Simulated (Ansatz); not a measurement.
Runs of Ansatz 0.2.0 on KMgF3. It takes space group Pm-3m (No. 221, cubic). The conventional cell has a = 3.986 Å, b = 3.986 Å, c = 3.986 Å, α = 90.00°, β = 90.00°, γ = 90.00°. K (site symmetry m-3m) has 12 F at 2.82 Å as nearest neighbours. Mg (site symmetry m-3m) has 6 F at 1.99 Å as nearest neighbours. F (site symmetry 4/mmm) is surrounded by 2 Mg at 1.99 Å. 

```tsv
cell	target pressure (GPa)	gap on the mesh (eV)	pressure (GPa)
relaxed to 10 GPa	10	9.20	10.0
relaxed to 20 GPa	20	9.87	20.0
relaxed to 30 GPa	30	10.45	30.0
relaxed	0	(b)	0.0
relaxed to 5 GPa	5	(a)	5.0
relaxed to 2 GPa	2	8.53	2.0
```

Alike in all rows: task relaxation of cell and atoms; level r2SCAN; potentials or basis Ansatz PAW; no spin polarisation; k mesh 7 × 7 × 7; cutoff (eV) 500; smearing fermi-dirac 0.05 eV.

Task: Estimate the missing entries.

Result: (a) 8.80; (b) 8.33.

Caveats: odd divisions of the mesh miss points on the zone boundary, where band edges often lie, so the gap on the mesh can be too wide; the plane-wave basis is chosen anew once the cell has moved, so the energies of steps on either side of that aren't comparable; the PAW data sets come from PBE, with cores solved anew for the run's functional, which leaves a small shift of forces and pressure.

A k mesh can miss the band edges.
